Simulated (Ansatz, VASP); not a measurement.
**Rh in VASP and in Ansatz**

The input INCAR:

```
  PREC = Accurate
  ENCUT = 520
  EDIFF = 1E-7
  ISMEAR = -1
  SIGMA = 0.1
  LREAL = False
  LASPH = True
  NELM = 100
  ALGO = Normal
  ISIF = 2
  LWAVE = False
  LCHARG = False
  GGA = PS
  NBANDS = 38
```

Contents of KPOINTS:

```
regular mesh
0
Gamma
  9 9 3
```

File POSCAR:

```
Rh
1.0
    2.6917400000      0.0000000000      0.0000000000
   -1.3458700000      2.3311200000      0.0000000000
    0.0000000000      0.0000000000      8.7980700000
Rh
4
Direct
    0.0000000000      0.0000000000      0.0000000000
    0.3333333333      0.6666666667      0.2500000000
    0.0000000000      0.0000000000      0.5000000000
    0.6666666667      0.3333333333      0.7500000000
```

Input for Ansatz:

```yaml
crystal:
  lattice:
    - [2.69174, 0.0, 0.0]
    - [-1.34587, 2.33112, 0.0]
    - [0.0, 0.0, 8.79807]
  atoms:
    - { symbol: Rh, position: [0.0, 0.0, 0.0] }
    - { symbol: Rh, position: [0.3333333333333333, 0.6666666666666666, 0.25] }
    - { symbol: Rh, position: [0.0, 0.0, 0.5] }
    - { symbol: Rh, position: [0.6666666666666666, 0.3333333333333333, 0.75] }
kpoints:
  mp_grid:
    grid: [9, 9, 3]
hamiltonian:
  xc: pbesol
  pseudopotentials:
    kind: paw
scf:
  occupations:
    method: fermi_dirac
output:
  forces: true
  stress: true
  eigenvalues: true
```

This isn't the form of Rh at room conditions, which is fcc.

Alike in both runs: task single point; functional PBEsol; k mesh 9 × 9 × 3; no spin polarisation.

```csv
,VASP,Ansatz
version,VASP 6.6.1,Ansatz 0.2.0
potentials or method,"VASP PAW PBE potentials, release 64 (Rh_pv)","plane waves, PAW"
plane-wave cutoff (eV),520,420
occupations,"fermi-dirac, width 0.1 eV",fermi-dirac
valence electrons in the cell,60,68
```

```tsv
	VASP	Ansatz	Ansatz less VASP
gap on the k mesh at the Fermi level (eV)	none	none	-
pressure (GPa)	-5.4	-5.3	+0.07
largest component of the traceless stress (GPa)	1.07	1.07	+0.001
```

A gap of «none» marks a metal or a gap that the smearing closes. The two sets of potentials don't hold the same shells in valence.

Caveats: the PAW data sets were made with another functional, which shifts forces and pressure a little (VASP).
